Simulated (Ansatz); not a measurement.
Computed with DFT, revPBE, plane waves (420 eV) with PAW, scalar-relativistic (Ansatz). (PAW data from PBE, frozen cores regenerated.)

An element in the simple cubic structure gives this curve. The cell is scaled uniformly from the relaxed one, with fractional coordinates and shape fixed. Energies are extrapolated to zero smearing, pressures are those at the given smearing. Magnetic state: spin not included.

```
V (Å³/atom)  E − E₀ (meV/atom)  P (GPa)
     22.219               86.7    10.41
     23.229               36.5     6.40
     24.239                9.0     3.09
     25.249                0.1     0.32
     26.259                6.7    -2.01
     27.269               26.5    -3.98
     28.279               57.7    -5.66
```

Problem. Which element is it?
A. selenium
B. magnesium
C. scandium
D. zirconium

Solution. D. Its fit is V₀ = 25.29 Å³/atom, B₀ = 62 GPa, B₀′ = 3.4.
